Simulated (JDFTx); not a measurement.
# Ti under changes of volume

One of the cells (17.636 Å³/atom); the others are scaled copies at fixed shape and fractional positions:

```
Ti
1.0
     2.95000    0.00000    0.00000
    -1.47500    2.55477    0.00000
     0.00000    0.00000    4.68000
Ti
2
Direct
  0.66667 0.33333 0.75000
  0.33333 0.66667 0.25000
```

* Program: JDFTx 1.7.0 (patched build)
* Functional: PBE
* Potentials or basis: PseudoDojo-SR-PBE-0.5-standard
* Cutoff: 1143 eV
* Density cutoff: 4572 eV
* k mesh: 10 × 10 × 6
* Occupations: fermi-dirac, width 0.05 eV
* Spin: no spin polarisation

```csv
volume (Å³/atom),energy over the lowest point (meV/atom),pressure (GPa)
16.577,14.79,6.0
16.930,4.60,3.3
17.283,0.00,0.9
17.636,?,?
17.988,5.77,-3.4
18.341,15.27,-5.2
18.694,28.74,-6.9
```

Task: What does the run at 17.636 Å³/atom give?

Result: Energy over the lowest point 0.54 meV/atom; pressure -1.3 GPa.

Worked out: A Birch-Murnaghan fit of order 3 (a polynomial in V^(-2/3)) to the other rows has its minimum at 17.42 Å³/atom with B0 = V·E''(V) = 111 GPa and B' = 3.4 at fixed shape and positions, which overstates the stiffness. It gives 0.55 meV/atom at 17.636 Å³/atom, against the run's 0.54, and -dE/dV = -1.3 GPa, against -1.3.

Energies are extrapolated to zero smearing.
